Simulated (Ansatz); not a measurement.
## Where the states of HgTe lie

```yaml
crystal:
  lattice:
    - [0.00000, 2.92150, 2.92150]
    - [2.92150, 0.00000, 2.92150]
    - [2.92150, 2.92150, 0.00000]
  atoms:
    - { symbol: Hg, position: [0.00000, 0.00000, 0.00000] }
    - { symbol: Te, position: [0.50000, 0.50000, 0.50000] }
```

The conventional cell has a = 5.843 Å, b = 5.843 Å, c = 5.843 Å, α = 90.00°, β = 90.00°, γ = 90.00°. Hg (atom 1) is surrounded by 6 Te at 2.92 Å. Around Te (atom 2) lie 6 Hg at 2.92 Å.

The cell comes from COD entry 1538296, which wasn't checked; take it as a given geometry.

Spin–orbit coupling is left out, though it moves levels of the heavy atoms by tenths of an eV or more.

The calculation used Ansatz 0.2.0, DFT, PBE, all-electron LAPW, scalar-relativistic.

Numerical set-up: a Γ-centred 10×10×10 k mesh, Fermi–Dirac smearing of 0.08 eV, basis error target 1 meV/atom, no spin polarisation.

States per eV and cell, averaged over 0.6 eV, from -5.8 to 3.6 eV, with energies (bin centres) from the Fermi level; empty bins are left out. 

```tsv
E (eV)	total
-5.6	1.19
-5.0	1.20
-4.4	0.55
-3.8	0.68
-3.2	0.76
-2.6	1.15
-2.0	1.15
-1.4	1.21
-0.8	1.16
-0.2	1.06
0.4	0.49
1.0	0.43
1.6	0.75
2.2	0.95
2.8	0.46
3.4	0.27
```
